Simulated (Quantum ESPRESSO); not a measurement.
The system is MoS2.

```
Mo S
1.0
     3.16900    0.00000    0.00000
    -1.58450    2.74443    0.00000
     0.00000    0.00000   12.32400
Mo S
2 4
Direct
  0.66667 0.33333 0.75000
  0.33333 0.66667 0.25000
  0.66667 0.33333 0.37700
  0.33333 0.66667 0.87700
  0.66667 0.33333 0.12300
  0.33333 0.66667 0.62300
```

| Property | Result |
| --- | --- |
| Program | Quantum ESPRESSO 7.5 |
| Task | phonons |
| Functional | LDA |
| Potentials or basis | PseudoDojo 0.4.1 SR LDA stringent |
| Cutoff | 1088 eV |
| Density cutoff | 4354 eV |
| k mesh | 8 × 8 × 2, shifted |
| Occupations | fermi-dirac, width 0.05 eV |
| Spin | no spin polarisation |
| Form of the LDA correlation | PW92 |
| Mixing beta | 0.5 |
| Most SCF iterations | 120 |
| SCF threshold | 1.2e-09 Ry |

The cell and the atoms were relaxed first, to 16.99 Å³/atom (a = 3.123 Å, b = 3.123 Å, c = 12.072 Å, α = 90.00°, β = 90.00°, γ = 120.00°), and the response was taken there.

```
Mo S
1.0
     3.12296    0.00000    0.00000
    -1.56148    2.70456    0.00000
     0.00000    0.00000   12.07166
Mo S
2 4
Cartesian
  1.5615 0.9015 9.0537
  0.0000 1.8030 3.0179
  1.5615 0.9015 4.5723
  0.0000 1.8030 10.6082
  1.5615 0.9015 1.4635
  0.0000 1.8030 7.4993
```

The first run showed a gap, so the response started from a second, tighter run with fixed occupations.

Task: Where do the zone-centre optical modes lie?

Result: E2g at 35 cm⁻¹ (Raman); B1g at 56 cm⁻¹ (silent); E2u at 288 cm⁻¹ (silent); E1g at 291 cm⁻¹ (Raman); E2g at 389 cm⁻¹ (Raman); E1u at 389 cm⁻¹ (IR); B2u at 409 cm⁻¹ (silent); A1g at 413 cm⁻¹ (Raman); A2u at 471 cm⁻¹ (IR); B1g at 475 cm⁻¹ (silent). Polar modes are given without the macroscopic field (transverse values).

Optical modes at Γ, degenerate ones joined, polar ones without the macroscopic field:
```csv
cm⁻¹,components,symmetry,active in,"IR intensity, summed ((D/Å)²/amu)"
35,2,E2g,Raman,0.00
56,1,B1g,silent,0.00
288,2,E2u,silent,0.00
291,2,E1g,Raman,0.00
389,2,E2g,Raman,0.00
389,2,E1u,IR,3.19
409,1,B2u,silent,0.00
413,1,A1g,Raman,0.00
471,1,A2u,IR,0.85
475,1,B1g,silent,0.00
```

Zone-centre frequencies without and with the macroscopic field along z (cm⁻¹):
|  | optical modes in rising order |
| --- | --- |
| without | 35 35 56 288 288 291 291 389 389 389 389 409 413 471 475 |
| with the field | 35 35 56 288 288 291 291 389 389 389 389 409 413 473 475 |

Born effective charge tensors (e):
atom 1, Mo
```
-1.16  0.00  0.00
 0.00 -1.16  0.00
 0.00  0.00 -0.84
```
atom 2, Mo
```
-1.16  0.00  0.00
 0.00 -1.16  0.00
 0.00  0.00 -0.84
```
atom 3, S
```
0.57 0.00 0.00
0.00 0.57 0.00
0.00 0.00 0.43
```
atom 4, S
```
0.57 0.00 0.00
0.00 0.57 0.00
0.00 0.00 0.43
```
atom 5, S
```
0.57 0.00 0.00
0.00 0.57 0.00
0.00 0.00 0.43
```
atom 6, S
```
0.57 0.00 0.00
0.00 0.57 0.00
0.00 0.00 0.43
```

Caveat: the mesh is thin for the dielectric tensor, Born charges and intensities, which usually come out too large; the layers were relaxed without a dispersion term, so their spacing and the soft interlayer modes are unreliable.
